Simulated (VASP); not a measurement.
# Re, energy along a vibration (SMASS = -2): which settings are enough?

Re, Fm-3m (no. 225), atoms displaced along the mode, 2 atoms in the cell. PBEsol, energy along a line of displacements; PAW potentials Re (PBE set). VASP 6.6.1.

Wanted: harmonic frequency within 1 %.

Space group without the displacement: Fm-3m (no. 225); Mode: transverse mode at X.

POSCAR:
```
Re
1.0
    1.9750000000      1.9750000000      0.0000000000
   -1.9750000000      1.9750000000      0.0000000000
    0.0000000000      0.0000000000      3.9500000000
Re
2
Direct
   -0.0101265823      0.0101265823      0.0000000000
    0.5101265823      0.4898734177      0.5000000000

    0.0100000000   0.0000000000   0.0000000000
   -0.0100000000   0.0000000000   0.0000000000
```

The series start from k mesh: 7 × 7 × 5; Cutoff (eV): 300; Step along the mode (Å): 0.02; Extrapolation between steps (IWAVPR): 11. Each series keeps the choices made before it, and each single choice may use up half of a tolerance.

## k mesh

| k mesh | Harmonic frequency (THz) | Time (s) |
|---|---|---|
| 3 × 3 × 2 | -0.8769 | 17 |
| 4 × 4 × 3 | 3.78 | 17 |
| 5 × 5 × 4 | 1.843 | 30 |
| 7 × 7 × 5 | 2.691 | 49 |
| 9 × 9 × 6 | 2.916 | 62 |
| 11 × 11 × 8 | 2.581 | 146 |
| 14 × 14 × 10 (reference) | 2.672 | 300 |

## Cutoff (eV)

| Cutoff (eV) | Harmonic frequency (THz) | Time (s) |
|---|---|---|
| 160 | -6.41 | 165 |
| 200 | 2.792 | 269 |
| 230 | 2.657 | 316 |
| 260 | 2.663 | 245 |
| 300 | 2.672 | 300 |
| 340 (reference) | 2.741 | 420 |

## Extrapolation between steps (IWAVPR)

| Extrapolation between steps (IWAVPR) | Harmonic frequency (THz) | Time (s) |
|---|---|---|
| 11 | 2.741 | 420 |
| 12 | 2.741 | 334 |
| 0 | 2.741 | 518 |

## Question

The rows run from the loosest to the tightest (no order: extrapolation between steps). For each series: choose the loosest value from which every tighter one stays within half of the tolerance; where there is no order, keep the first row unless others stay within half of the tolerance and take at least 30 % less time, and then take the fastest.

## Answer

- k mesh: 14 × 14 × 10, the tightest run, since the next looser one is off by more than half of the tolerance (convergence isn't shown beyond it)
- Cutoff (eV): 340, the tightest run, since the next looser one is off by more than half of the tolerance (convergence isn't shown beyond it)
- Extrapolation between steps (IWAVPR): 11

## All choices together

| Input | Harmonic frequency (THz) | Time (s) |
|---|---|---|
| defaults on a coarse mesh (naive) | 3.507 | 4.2 |
| chosen settings | 2.741 | 420 |
| reference settings throughout | 2.741 | 406 |

The chosen settings stay within the tolerance of the reference run, but the reference itself isn't shown to be converged in: k mesh, Cutoff (eV).

## The input

INCAR:
```
GGA = PS
PREC = Accurate
ENCUT = 340
EDIFF = 1E-7
ALGO = Normal
LREAL = F
LASPH = T
ISMEAR = 1
SIGMA = 0.15
ISYM = 0
LWAVE = F
LCHARG = F
IBRION = 0
SMASS = -2
POTIM = 1
NSW = 9
NELMIN = 4
IWAVPR = 11
KPAR = 2
```

KPOINTS:
```
Automatic mesh
0
Gamma
  14 14 10
  0 0 0
```

Commands:
```
cat potpaw_PBE.64/Re/POTCAR > POTCAR
mpirun -np 2 vasp_std > vasp.out
```

The chosen input took VASP 6.6.1 420 s on 2 cores (Intel Xeon Platinum 8375C @ 2.90GHz (Ice Lake)), a shared host.

## An input that fails: electronic threshold far too loose

It runs to its end, but against the unchanged starting input it is off by 304 % in the harmonic frequency.

Changes against the starting input:
```
- EDIFF = 1e-07
- NELMIN = 4
+ EDIFF = 0.1
```
